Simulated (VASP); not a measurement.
**How biaxial strain in the (001) plane changes CdS (F-43m)**

How do the elastic response and the band edges of CdS follow biaxial strain in the (001) plane?

Calculated with VASP 6.6.1; LDA; plane waves and PAW (Cd, S); cell typed or built by script, in the first sound run; inputs show where later runs differ.

### Step 1. The structure

Symmetry: F-43m, No. 216, cubic system. The conventional cell has a = 5.820 Å, b = 5.820 Å, c = 5.820 Å, α = 90.00°, β = 90.00°, γ = 90.00°. Cd has 4 S at 2.52 Å nearest. Nearest to S lie 4 Cd at 2.52 Å. Farther neighbours and most contacts between anions are not listed.

Coordinates:

```cif
data_structure
_symmetry_space_group_name_H-M 'F-43m'
_symmetry_Int_Tables_number 216
_cell_length_a 5.8200
_cell_length_b 5.8200
_cell_length_c 5.8200
_cell_angle_alpha 90.000
_cell_angle_beta 90.000
_cell_angle_gamma 90.000
_cell_volume 197.14
loop_
_atom_site_label
_atom_site_type_symbol
_atom_site_symmetry_multiplicity
_atom_site_Wyckoff_symbol
_atom_site_fract_x
_atom_site_fract_y
_atom_site_fract_z
_atom_site_occupancy
Cd1 Cd 4 a 0.00000 0.00000 0.00000 1
S1 S 4 d 0.25000 0.25000 0.75000 1
```

### Step 2. Relax the crystal, LDA

The series starts from the cell that this level prefers, so that zero strain is near zero stress.

This step took 2 runs in a row; the last is shown.

Level: LDA; plane waves and PAW (Cd, S); cell typed or built by script.

INCAR reads:

```
SYSTEM = CdS
PREC = Accurate
ENCUT = 450
EDIFF = 1E-07
NELM = 120
ISMEAR = 0
SIGMA = 0.02
LREAL = .FALSE.
ALGO = Normal
GGA = CA
NBANDS = 15
LASPH = .TRUE.
LORBIT = 11
LWAVE = .FALSE.
LCHARG = .FALSE.
KPAR = 16
IBRION = 2
NSW = 40
ISIF = 3
EDIFFG = -0.005
POTIM = 0.4
```

POSCAR reads:

```
CdS
1.0
    0.0000000000      2.8843989596      2.8843989596
    2.8843989596      0.0000000000      2.8843989596
    2.8843989596      2.8843989596      0.0000000000
Cd S
1 1
Direct
    0.0000000000      0.0000000000      0.0000000000
    0.2500000000      0.2500000000      0.2500000000
```

KPOINTS reads:

```
Automatic mesh
0
Gamma
9 9 9
0 0 0
```

PAW data sets: Cd and S (LDA family, release 64).

Run with:

```bash
$ mpirun -np 16 vasp_std
```

Output:

```text
[banner, memory and clock lines left out]
running   16 mpi-ranks, on    1 nodes
[...]
|                                                                             |
|           W    W    AA    RRRRR   N    N  II  N    N   GGGG   !!!           |
|           W    W   A  A   R    R  NN   N  II  NN   N  G    G  !!!           |
|           W    W  A    A  R    R  N N  N  II  N N  N  G       !!!           |
|           W WW W  AAAAAA  RRRRR   N  N N  II  N  N N  G  GGG   !            |
|           WW  WW  A    A  R   R   N   NN  II  N   NN  G    G                |
|           W    W  A    A  R    R  N    N  II  N    N   GGGG   !!!           |
|                                                                             |
|     For optimal performance we recommend to set                             |
|       NCORE = 2 up to number-of-cores-per-socket                            |
|     NCORE specifies how many cores store one orbital (NPAR=cpu/NCORE).      |
|     This setting can greatly improve the performance of VASP for DFT.       |
[...]
DAV:   4    -0.792118473964E+01   -0.23619E-01   -0.23617E-01  1323   0.402E+00
[...]
DAV:  12    -0.740676476973E+01    0.46261E-05   -0.18499E-05  1581   0.599E-02    0.643E-03
DAV:  13    -0.740676485034E+01   -0.80606E-07   -0.12593E-06  1197   0.930E-03    0.172E-03
DAV:  14    -0.740676485269E+01   -0.23517E-08   -0.26684E-08   728   0.146E-03
   1 F= -.74067649E+01 E0= -.74067649E+01  d E =-.740676E+01
[...]
N       E                     dE             d eps       ncg     rms          rms(c)
DAV:   1    -0.740683315226E+01   -0.68302E-04   -0.12254E-03  1120   0.453E-01    0.612E-02
DAV:   2    -0.740677354745E+01    0.59605E-04   -0.13797E-04  1246   0.186E-01    0.227E-02
DAV:   3    -0.740676808819E+01    0.54593E-05   -0.13229E-05  1323   0.417E-02    0.188E-02
DAV:   4    -0.740676744253E+01    0.64567E-06   -0.89515E-07  1127   0.937E-03    0.372E-03
DAV:   5    -0.740676738964E+01    0.52884E-07   -0.10868E-07   631   0.588E-03
   2 F= -.74067674E+01 E0= -.74067674E+01  d E =-.253695E-05
 trial-energy change:   -0.000003  1 .order   -0.000002   -0.000007    0.000002
 step:   0.7588(harm=  0.7588)  dis= 0.00000  next Energy=    -7.406767 (dE=-0.247E-05)
 reached required accuracy - stopping structural energy minimisation
```

Elapsed: 7.2 s, on 16 MPI ranks of Intel Xeon Platinum 8124M at 3.00GHz (Skylake/Cascade Lake), shared host; peak memory 2.6 GiB; 71 s of CPU time.

The logs omit lines about the potential files and the build; timing stands in the text.

OUTCAR, selected parts (step 2):

```text
  Total        0.0033728      0.0033728      0.0033728      0.0000000      0.0000000      0.0000000
  in kB        0.1126608      0.1126608      0.1126608      0.0000000      0.0000000      0.0000000
  external PRESSURE =       0.1126608 kB  Pullay stress =       0.0000000 kB

 POSITION                                       TOTAL-FORCE (eV/Angst)
 -----------------------------------------------------------------------------------
     -0.00000      2.88381      2.88381        -0.000000     -0.000000     -0.000000
      1.44190      1.44190      1.44190         0.000000      0.000000      0.000000
 -----------------------------------------------------------------------------------
    total drift:                                0.000000      0.000000      0.000000

  FREE ENERGIE OF THE ION-ELECTRON SYSTEM (eV)
  ---------------------------------------------------
  free  energy   TOTEN  =        -7.4067673896 eV

  energy  without entropy=       -7.4067673896  energy(sigma->0) =       -7.40676739

 reached required accuracy - stopping structural energy minimisation

[... 3 further parts left out ...]
[key lines of the parts left out:]
E-fermi :   1.5849
```

Read from the output:

* energy(sigma→0) of the program: -7.4068 eV
* stress, compression positive: xx, yy, zz 0.01, 0.01, 0.01 GPa
* volume: 47.966 Å³
* ionic steps: 2

### Step 3. Strain along the normal, LDA

One member in full: the plane is strained by 1.5 %, and the strain along the normal is moved by secant steps until the normal stress is under 0.012 GPa or five steps are spent; the atoms relax at each step.

This step took 3 runs, each at a new trial strain with the atoms of the one before; the last is shown.

Level: LDA; plane waves and PAW (Cd, S); cell typed or built by script.

INCAR, as its differences from that of step 2:

```diff
@@ -15,7 +15,7 @@
 LCHARG = .FALSE.
-KPAR = 16
-IBRION = 2
-NSW = 40
-ISIF = 3
-EDIFFG = -0.005
-POTIM = 0.4
+KPAR = 4
+IBRION = 1
+NSW = 25
+ISIF = 2
+EDIFFG = -0.004
+POTIM = 0.3
```

POSCAR reads:

```
CdS
1.0
    0.0000000000      2.9270654980      2.8177333050
    2.9270654980      0.0000000000      2.8177333050
    2.9270654980      2.9270654980      0.0000000000
Cd S
1 1
Direct
    0.0000000000      0.0000000000      0.0000000000
    0.2500000000      0.2500000000      0.2500000000
```

KPOINTS is that of step 2.

Run with:

```bash
$ mpirun -np 4 vasp_std
```

Output:

```text
[banner, memory and clock lines left out]
running    4 mpi-ranks, on    1 nodes
[...]
LDA part: xc-table for (Slater(with rela. corr.)+CA(PZ))
 , standard interpolation
 POSCAR, INCAR and KPOINTS ok, starting setup
[...]
entering main loop
       N       E                     dE             d eps       ncg     rms          rms(c)
DAV:   1     0.100019520790E+03    0.10002E+03   -0.84074E+03  2330   0.983E+02
DAV:   2    -0.397408136734E+01   -0.10399E+03   -0.98919E+02  2691   0.258E+02
DAV:   3    -0.789457986039E+01   -0.39205E+01   -0.39129E+01  2810   0.520E+01
DAV:   4    -0.791899025965E+01   -0.24410E-01   -0.24407E-01  2789   0.405E+00
[...]
DAV:  12    -0.740383462055E+01    0.49887E-05   -0.18901E-05  3428   0.598E-02    0.637E-03
DAV:  13    -0.740383471985E+01   -0.99306E-07   -0.13037E-06  2516   0.913E-03    0.174E-03
DAV:  14    -0.740383472116E+01   -0.13110E-08   -0.22536E-08  1783   0.139E-03
   1 F= -.74038347E+01 E0= -.74038347E+01  d E =-.740383E+01
 BRION: g(F)=  0.101E-46 g(S)=  0.000E+00
 reached required accuracy - stopping structural energy minimisation
```

Run time: 15 s. Hardware: 4 MPI ranks; peak memory 0.64 GiB; 40 s of CPU time.

OUTCAR, selected parts (step 3):

```text
  Total       -0.2187884     -0.2187884     -0.0000818      0.0000000      0.0000000      0.0000000
  in kB       -7.2600579     -7.2600579     -0.0027143      0.0000000      0.0000000      0.0000000
  external PRESSURE =      -4.8409433 kB  Pullay stress =       0.0000000 kB

 POSITION                                       TOTAL-FORCE (eV/Angst)
 -----------------------------------------------------------------------------------
      0.00000      0.00000      0.00000         0.000000      0.000000      0.000000
      1.46353      1.46353      1.40887         0.000000      0.000000     -0.000000
 -----------------------------------------------------------------------------------
    total drift:                                0.000001      0.000001     -0.000002

  FREE ENERGIE OF THE ION-ELECTRON SYSTEM (eV)
  ---------------------------------------------------
  free  energy   TOTEN  =        -7.4038347212 eV

  energy  without entropy=       -7.4038347212  energy(sigma->0) =       -7.40383472

[... 1 part as in an earlier step ...]

[... 3 further parts left out ...]
[key lines of the parts left out:]
E-fermi :   1.6049
```

Read from the output:

| Property | Result |
| --- | --- |
| energy(sigma→0) of the program | -7.4038 eV |
| stress, compression positive | xx, yy, zz -0.73, -0.73, 0.00 GPa |
| ionic steps | 1 |

### Step 4. Band edges, HSE06

Short lines in KPOINTS_OPT sample the zone centre along and across the normal of the plane, for masses, and the other valleys.

Level: HSE06; plane waves and PAW (Cd, S); cell typed or built by script.

INCAR reads:

```
SYSTEM = CdS
PREC = Accurate
ENCUT = 450
EDIFF = 1E-06
NELM = 100
ISMEAR = 0
SIGMA = 0.02
LREAL = .FALSE.
ALGO = Normal
LHFCALC = .TRUE.
AEXX = 0.25
GGA = PE
HFSCREEN = 0.2
LASPH = .TRUE.
NBANDS = 14
PRECFOCK = Fast
LWAVE = .FALSE.
LCHARG = .FALSE.
KPAR = 4
```

POSCAR is that of step 3.

KPOINTS reads:

```
Automatic mesh
0
Gamma
5 5 5
0 0 0
```

KPOINTS_OPT reads:

```
Line mode
6
Line-mode
Reciprocal
  0.00000000   0.00000000   0.00000000
  0.02242281   0.02242281   0.00000000

  0.00000000   0.00000000   0.00000000
 -0.00000000  -0.02329285  -0.02329285

  0.31000000   0.31000000   0.00000000
  0.50000000   0.50000000   0.00000000

  0.00000000   0.31000000   0.31000000
  0.00000000   0.50000000   0.50000000

  0.45000000   0.45000000   0.45000000
  0.50000000   0.50000000   0.50000000

  0.45000000   0.00000000   0.00000000
  0.50000000   0.00000000   0.00000000

  0.42500000   0.42500000   0.00000000
  0.42500000   0.44829285   0.02329285

  0.50000000   0.50000000   0.50000000
  0.48352947   0.51647053   0.50000000
```

Run with:

```bash
$ mpirun -np 4 vasp_std
```

Output:

```text
[banner, memory and clock lines left out]
running    4 mpi-ranks, on    1 nodes
[...]
|                                                                             |
|               ----> ADVICE to this user running VASP <----                  |
|                                                                             |
|     You enforced a specific xc type in the INCAR file but a different       |
|     [... a line on the potential file left out ...]
|     I HOPE YOU KNOW WHAT YOU ARE DOING!                                     |
|                                                                             |

 LDA part: xc-table for (Slater+PW92), standard interpolation
 found WAVECAR, reading the header
 POSCAR, INCAR and KPOINTS ok, starting setup
[...]
reading WAVECAR
 the WAVECAR file was read successfully
 initial charge from wavefunction
 entering main loop
       N       E                     dE             d eps       ncg     rms          rms(c)
DAV:   1    -0.764248033210E+01   -0.76425E+01   -0.11030E+00   510   0.128E+01    0.374E+00
DAV:   2    -0.763057226675E+01    0.11908E-01   -0.89688E-02   576   0.454E+00    0.218E+00
DAV:   3    -0.762278317338E+01    0.77891E-02   -0.16925E-02   618   0.168E+00    0.138E+00
DAV:   4    -0.762198485948E+01    0.79831E-03   -0.27060E-03   564   0.509E-01    0.875E-01
[...]
DAV:   8    -0.762180372792E+01    0.59132E-05   -0.44655E-06   546   0.157E-02    0.866E-02
DAV:   9    -0.762180248808E+01    0.12398E-05   -0.15578E-06   522   0.978E-03    0.472E-02
DAV:  10    -0.762180225742E+01    0.23066E-06   -0.66282E-07   396   0.653E-03
   1 F= -.76218023E+01 E0= -.76218023E+01  d E =-.685082E-20
 Start KPOINTS_OPT (optional k-point list driver)
k-point batch [1-18\48]
       N       E                     dE             ncg
DAV:   1     0.692819245990E+03   -0.30544E+04      512
DAV:   2    -0.168001734012E+04   -0.23728E+04      582
DAV:   3    -0.182834644918E+04   -0.14833E+03      564
DAV:   4    -0.183050567860E+04   -0.21592E+01      672
DAV:   5    -0.183052465050E+04   -0.18972E-01      666
DAV:   6    -0.183052498531E+04   -0.33481E-03      632
DAV:   7    -0.183052499428E+04   -0.89675E-05      610
DAV:   8    -0.183052499456E+04   -0.28754E-06      480
[...]
k-point batch [37-48\48]
       N       E                     dE             ncg
DAV:   1     0.309879711920E+04   -0.62431E+04      344
DAV:   2     0.156857012499E+04   -0.15302E+04      372
DAV:   3     0.148702946043E+04   -0.81541E+02      408
DAV:   4     0.148594912250E+04   -0.10803E+01      402
DAV:   5     0.148593987943E+04   -0.92431E-02      408
DAV:   6     0.148593975796E+04   -0.12147E-03      408
DAV:   7     0.148593975545E+04   -0.25083E-05      408
DAV:   8     0.148593975539E+04   -0.53548E-07      312
```

The job ended after 7 min (4 MPI ranks; peak memory 1.1 GiB).

Parts of OUTCAR (step 4):

```text
  LATTYP: Found a body centered tetragonal cell.
 ALAT       =     4.1394957252
 C/A-ratio  =     1.3613896436

 Subroutine GETGRP returns: Found  8 space group operations
 (whereof  8 operations were pure point group operations)

The static configuration has the point symmetry D_2d.

 Found     18 irreducible k-points:

   k-points           NKPTS =     18   k-points in BZ     NKDIM =    125   number of bands    NBANDS=     14

   dimension x,y,z NGX =    28 NGY =   28 NGZ =   30
   dimension x,y,z NGXF=    56 NGYF=   56 NGZF=   60

   ENCUT  =  450.0 eV  33.07 Ry    5.75 a.u.   7.03  7.03  7.16*2*pi/ulx,y,z

   NELECT =      18.0000    total number of electrons

  exchange ACFDT corr.  =         0.00000000  see jH, gK, PRB 81, 115126

 E-fermi :   1.1545

 k-point     1 :       0.0000    0.0000    0.0000
  band No.  band energies     occupation
    ...
      5      -7.4995      2.00000
      6      -7.4840      2.00000
      7       0.9228      2.00000
      8       0.9228      2.00000
      9       1.0327      2.00000
     10       3.2177      0.00000
     11       8.6809      0.00000
     12       8.6809      0.00000
     13       8.7025      0.00000
     14      13.5171      0.00000

 k-point     2 :       0.2000    0.0000    0.0000
  band No.  band energies     occupation
    ...
      5      -7.4952      2.00000
      6      -7.4875      2.00000
      7      -1.0650      2.00000
      8       0.5928      2.00000
      9       0.7000      2.00000
     10       4.6320      0.00000
     11       8.3212      0.00000
     12       9.0753      0.00000
     13       9.2112      0.00000
     14      12.6978      0.00000

 POSITION                                       TOTAL-FORCE (eV/Angst)
 -----------------------------------------------------------------------------------
      0.00000      0.00000      0.00000         0.000000      0.000000     -0.000000
      1.46353      1.46353      1.40887        -0.000000     -0.000000      0.000000
 -----------------------------------------------------------------------------------
    total drift:                                0.000003      0.000003     -0.000004

  FREE ENERGIE OF THE ION-ELECTRON SYSTEM (eV)
  ---------------------------------------------------
  free  energy   TOTEN  =        -7.6218022574 eV

  energy  without entropy=       -7.6218022574  energy(sigma->0) =       -7.62180226

[... 1 part as in an earlier step ...]

[... 7 further parts left out ...]
```

This run gave:

| Quantity | Value |
| --- | --- |
| energy(sigma→0) of the program | -7.6218 eV |

### Step 5. The table

Hybrid runs start from orbitals of a short LDA run, not shown.

Runs beyond LDA use the data sets made with LDA; this shifts their levels slightly, and their total energies have another zero.

The other members went through these steps as far as the tables show, with the same cutoff and, step by step, the same mesh; 42 runs are not shown. The session took 4.5 core hours (wall time by ranks) on a shared machine.

```csv
in-plane strain (%),strain along the normal (%),"in-plane stress, tension positive (GPa)",energy above the unstrained row (meV/atom),"gap on the mesh, LDA (eV)"
-2.000,2.962,-1.067,3.451,0.929
-1.500,2.234,-0.789,1.963,0.939
-1.000,1.500,-0.519,0.907,0.948
-0.500,0.759,-0.257,0.246,0.956
0,0.000,-0.007,0.000,0.965
0.500,-0.750,0.246,0.118,0.934
1.000,-1.517,0.490,0.613,0.904
1.500,-2.291,0.726,1.461,0.876
2.000,-3.075,0.955,2.650,0.849
```

Slopes at zero strain, from cubics through all rows: strain ratio -1.508, stress over strain 50 GPa. For a cubic crystal strained in (001) the ratio is −2C₁₂/C₁₁.

Band edges at HSE06, counted from the valence-band top at Γ, with one row partly withheld:

```csv
in-plane strain (%),gap (eV),conduction band at Γ (eV),Δ or X valley along z (eV),Δ or X valley along x (eV),"lowest conduction level at L, [111] (eV)","lowest conduction level at L, [-111] (eV)",second valence level below the top (eV),third valence level below the top (eV)
-2.000,2.242,2.243,4.485,4.271,4.120,4.120,0.000,0.172
-1.500,2.252,2.252,4.465,4.306,4.142,4.142,0.000,0.126
-1.000,2.260,2.260,4.445,4.340,4.160,4.160,0.000,0.083
-0.500,?,?,4.427,4.375,4.175,4.175,0.000,0.041
0,2.276,2.276,4.410,4.410,4.186,4.186,0.000,0.000
0.500,2.244,2.244,4.356,4.406,4.155,4.155,0.038,0.038
1.000,2.214,2.214,4.304,4.403,4.123,4.123,0.075,0.075
1.500,2.185,2.185,4.256,4.402,4.089,4.089,0.110,0.110
2.000,2.157,2.157,4.211,4.404,4.054,4.054,0.143,0.143
```

Conduction masses, in electron masses:

```csv
in-plane strain (%),"conduction mass at Γ, along the strain axis or the normal of the plane","conduction mass at Γ, across the strain axis or in the plane"
-2.000,0.173,0.172
-1.500,0.172,0.171
-1.000,0.172,0.171
-0.500,0.171,0.170
0,0.172,0.172
0.500,0.170,0.170
1.000,0.170,0.170
1.500,0.170,0.171
2.000,0.169,0.169
```

### Step 6. A fit to the known rows

The quantity to fit is the conduction level at Γ above the mean of the three top valence levels at HSE06: 2.300, 2.294, 2.288, 2.276, 2.270, 2.264, 2.258, 2.253 eV in the rows shown.

Fitting a parabola to the 8 known rows (e: strain in %) gives E = 1.12e-4 e² − 0.01185 e + 2.276 in eV; the residuals are 1.0e-4 eV r.m.s.

At e = -0.5 this predicts 2.2818 eV.

### Step 7. Prediction against calculation

The calculation gives 2.2818 eV, so the prediction is right to the last digit shown.

### Step 8. Results

```json
{
  "ratio of normal to in-plane strain": "-1.508",
  "biaxial modulus": "50 GPa",
  "gap of the unstrained cell, HSE06": "2.28 eV",
  "slope at zero strain of the conduction level at Γ above the mean of the three top valence levels, HSE06": "-12 meV per %",
  "error of the predicted row": "0.0 meV",
  "valence shear potential |b|, HSE06": "1.05 eV"
}
```

**Reading.** As a check, the curvature of the energy gives 51 GPa for the same modulus (energy per volume = M × strain²), 1 % from the slope of the stress. At HSE06 the lowest conduction valley is Γ throughout, and the gap runs between 2.16 and 2.28 eV. Without spin-orbit coupling the three valence levels split by 3|b| times the difference of the strains; the rows within 1 % give |b| = 1.05 eV. Hole masses are left out throughout, since the top bands are degenerate or cross in many series; of conduction masses, those of the Γ, L and (for Si and Ge under (001) strain) Δ valleys are kept where they change by under an eighth between rows. HSE06 ran on a coarser mesh than the semilocal levels. Spin-orbit coupling is left out at HSE06, so the valence splittings there lack it. Δ or X levels are the lowest on their line, refined by a parabola unless they lie at X; the gap is read from all points sampled and can differ from the lowest valley by some meV, or by tens of meV where strain moves the valence top off Γ. Temperature, zero-point motion and excitons are left out.

[Lines on the potential files, build, host, timing and source positions are cut from VASP's logs without a mark.]

[Logs are printed without paths, hosts, clocks, repeated set-up lines and the standing remarks that a program may print on its own settings, such as how far it seeks lower states.]

[Hosts, paths, dates, database ids (printed as entryN), source tags and the programs' standing remarks are cut or masked in the printed files.]

[In band tables of VASP the shares of atoms and orbitals are scaled to a sum of 1 inside the atoms' spheres.]
